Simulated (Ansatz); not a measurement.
Below is the output of a Python script on the Python package of Ansatz (0.2.0) that makes a single point from an input typed as a dict of ZnS, space group R3m. Write a script that gives it. Settings: PBEsol, PAW, the default cutoff (420 eV here), 5×5×5 k-points, fixed occupations.

```
Zn S
1.0
     1.90416    1.09937   18.67692
    -1.90416    1.09937   18.67692
     0.00000   -2.19874   18.67692
Zn S
6 6
Cartesian
  0.0000 0.0000 24.9025
  0.0000 0.0000 46.6927
  0.0000 0.0000 34.2385
  0.0000 0.0000 40.4658
  0.0000 0.0000 56.0304
  0.0000 0.0000 12.4502
  0.0000 0.0000 22.5665
  0.0000 0.0000 53.6940
  0.0000 0.0000 31.9056
  0.0000 0.0000 44.3603
  0.0000 0.0000 38.1345
  0.0000 0.0000 10.1168
```

```console
$ python zns_deck.py
DeckWarning: basis.ecutwfc = 420 eV, auto-derived from the records' recommended cutoffs: set by Zn (normal level)
free energy      -25004.57871 eV
per atom         -2083.71489 eV
SCF iterations   9  (converged: True)
pressure by term (GPa)
  kinetic                           650.795
  hartree                          1161.252
  ewald                           -1716.555
  local_pseudopotential             -73.663
  nonlocal_pseudopotential           -4.386
  augmentation                      165.087
  nlcc                             -556.186
  xc                                372.329
  augmentation_tail                   0.000
  scf_correction                      0.000
  pulay_correction                    0.062
  total                              -1.264
band edges on the mesh: 5.815 and 7.848 eV, gap 2.033 eV
levels less the Fermi level (eV) at the first k-points (first spin channel where there are two)
k = (0.000, 0.000, 0.000)
    -13.227 -13.019 -13.015 -12.541 -12.537 -12.261 -6.424 -6.417 -6.414 -6.414 -6.411 -6.387 -6.387 -6.378 -6.378 -6.331 -6.331 -6.325 -6.325 -6.305 -6.305 -6.276 -6.271 -5.926 -5.926 -5.920 -5.920 -5.912 -5.912 -5.899 -5.899 -5.884 -5.884 -5.872 -5.872 -5.709 -5.428 -3.979 -3.974 -1.750 -1.740 -0.899 -0.899 -0.699 -0.699 -0.694 -0.694 -0.254 -0.254 -0.249 -0.249 -0.027 -0.000 0.000 2.033 3.106 3.145 3.206 3.276 3.381 6.187 6.222 6.222
k = (0.000, 0.000, 0.200)
    -12.961 -12.799 -12.748 -12.387 -12.328 -12.124 -6.457 -6.436 -6.412 -6.369 -6.364 -6.349 -6.339 -6.336 -6.326 -6.317 -6.306 -6.296 -6.271 -6.250 -6.230 -6.227 -6.194 -5.966 -5.951 -5.934 -5.933 -5.927 -5.915 -5.901 -5.893 -5.871 -5.870 -5.861 -5.856 -5.649 -5.045 -4.010 -3.810 -2.598 -2.548 -2.382 -2.045 -1.963 -1.769 -1.428 -1.323 -1.109 -1.042 -0.947 -0.808 -0.484 -0.376 -0.347 3.398 3.874 4.123 4.224 4.323 4.569 5.077 5.457 5.756
k = (0.000, 0.000, 0.400)
    -12.400 -12.337 -12.243 -12.116 -12.015 -11.951 -6.457 -6.435 -6.371 -6.338 -6.312 -6.305 -6.299 -6.285 -6.217 -6.193 -6.190 -6.135 -6.119 -6.119 -6.106 -6.064 -6.038 -5.975 -5.913 -5.895 -5.890 -5.889 -5.876 -5.873 -5.869 -5.846 -5.839 -5.744 -5.699 -5.556 -4.936 -4.835 -4.680 -4.385 -4.217 -3.804 -3.225 -2.527 -2.306 -2.109 -2.073 -1.835 -1.585 -1.506 -1.286 -1.033 -0.945 -0.899 3.363 3.423 3.666 3.815 3.968 4.311 4.418 4.859 5.519
cutoffs (eV): 420.0 3780.0  FFT grid: [40, 40, 192]
cell volume 234.587 A^3, 6 symmetry operations
```
(Warnings from the package without file and line, repeats left out.)

The script that was run (others could print the same):

Script `zns_deck.py`:
```python
"""ZnS from an input typed as a mapping."""

import ansatz as az
import numpy as np


def main() -> None:
    settings = {
        "crystal": {
            "lattice": [
                [1.904161, 1.099368, 18.676916],
                [-1.904161, 1.099368, 18.676916],
                [0.0, -2.198736, 18.676916],
            ],
            "atoms": [
                {"symbol": "Zn", "position": [0.444443, 0.444443, 0.444443]},
                {"symbol": "Zn", "position": [0.83334, 0.83334, 0.83334]},
                {"symbol": "Zn", "position": [0.611066, 0.611066, 0.611066]},
                {"symbol": "Zn", "position": [0.722207, 0.722207, 0.722207]},
                {"symbol": "Zn", "position": [0.999994, 0.999994, 0.999994]},
                {"symbol": "Zn", "position": [0.222203, 0.222203, 0.222203]},
                {"symbol": "S", "position": [0.402751, 0.402751, 0.402751]},
                {"symbol": "S", "position": [0.958296, 0.958296, 0.958296]},
                {"symbol": "S", "position": [0.569431, 0.569431, 0.569431]},
                {"symbol": "S", "position": [0.791714, 0.791714, 0.791714]},
                {"symbol": "S", "position": [0.6806, 0.6806, 0.6806]},
                {"symbol": "S", "position": [0.180558, 0.180558, 0.180558]},
            ],
        },
        "kpoints": {"mp_grid": {"kspacing": 0.4}},
        "hamiltonian": {"xc": "pbesol"},
        "scf": {"occupations": {"method": "fixed"}, "lower_state_search": "light"},
        "output": {"stress": True, "eigenvalues": True},
        "basis": {"ecutrho_ratio": 9},
    }

    planned = az.Session.from_dict(settings).plan(threads=1, pin="off")
    res = planned.execute()
    rep = res.report

    print(f"free energy      {rep['free_energy_ev']:.5f} eV")
    print(f"per atom         {rep['free_energy_ev'] / len(res.lattice.sites):.5f} eV")
    print(f"SCF iterations   {rep['n_iterations']}  (converged: {rep['converged']})")

    # pressure is a third of the trace
    print("pressure by term (GPa)")
    for term, tensor in rep["stress_terms_gpa"].items():
        if np.any(tensor):
            print(f"  {term:28s} {np.trace(np.array(tensor)) / 3:12.3f}")
    print(f"  {'total':28s} {np.trace(np.array(rep['stress_gpa'])) / 3:12.3f}")

    edges = rep.get("band_edges_ev")
    if edges:
        print(f"band edges on the mesh: {edges[0]:.3f} and {edges[1]:.3f} eV, gap {edges[1] - edges[0]:.3f} eV")
    else:
        print("no band edges reported (a metal, or a gap too narrow for this smearing); Fermi level", round(rep["fermi_energy_ev"], 3), "eV")

    fermi = rep["fermi_energy_ev"]
    print("levels less the Fermi level (eV) at the first k-points (first spin channel where there are two)")
    for k, levels in list(zip(rep["kpoints_frac"], rep["eigenvalues_ev"]))[:3]:
        print("k = ({:.3f}, {:.3f}, {:.3f})".format(*k))
        print("   ", " ".join(f"{e - fermi:.3f}" for e in levels))

    used = rep["setup"]
    print("cutoffs (eV):", used["ecut_ev"], used["ecutrho_ev"], " FFT grid:", used["fft_dense"])
    print("cell volume {:.3f} A^3, {} symmetry operations".format(used["cell_volume_ang3"], used["n_sym_ops"]))


if __name__ == "__main__":
    main()
```

What to keep in mind:
- These settings explore the input space; cutoff and mesh may be short of convergence.
- Along an axis with an odd division the mesh misses the point at one half; a gap read on a finite mesh is an upper bound on this functional's gap.
- Semilocal gaps usually lie well under measured ones.
- The computed bands are complete only to about 5.2 eV above the Fermi level.
- The Fermi level of a run with fixed occupations marks the highest occupied state on its mesh, not mid-gap.
- Pressure is positive in compression.
- This cell is a computed structure, which may not be the phase found in nature.
- Levels are Kohn-Sham eigenvalues on this mesh.
- Timing: 39 s on 1 thread of Arm Neoverse V1, on a shared host, peak memory 0.71 GiB.
